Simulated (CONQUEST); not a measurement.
PbS, 8 atoms in the cell. It takes space group Cmcm (No. 63, orthorhombic). Conventional cell: a = 4.160 Å, b = 11.983 Å, c = 4.279 Å, α = 90.00°, β = 90.00°, γ = 90.00°. Pb (site symmetry m2m) is surrounded by 5 S at 2.69 to 2.99 Å. S (site symmetry m2m) is surrounded by 5 Pb at 2.69 to 2.99 Å. Measurements of this composition are mostly on another form, of space group No. 225.

```yaml
Program: CONQUEST 1.3
Task: single point
Functional: PBE
Potentials_or_basis: PseudoDojo NC PBE, SZP, grid cutoff 120 Ha
k_mesh: 7 × 6 × 3
Occupations: fermi-dirac, width 0.05 eV
Spin: no spin polarisation
Solver: diagonalisation
SCF_tolerance: 1e-06
```

Potentials or basis: PseudoDojo NC PBE, SZP, grid cutoff 120 Ha.

The run is started by

```sh
$ Conquest
```

Hardware: 1 thread of AMD EPYC 9R45 96-Core Processor (Zen 5), on a shared host.

Problem. Estimate the wall time of this run.

Solution. Wall time 32 s on 1 thread of AMD EPYC 9R45 96-Core Processor (Zen 5) (shared host), peak memory 0.83 GiB. Counts: scf iterations 8, k points 64, basis 92.
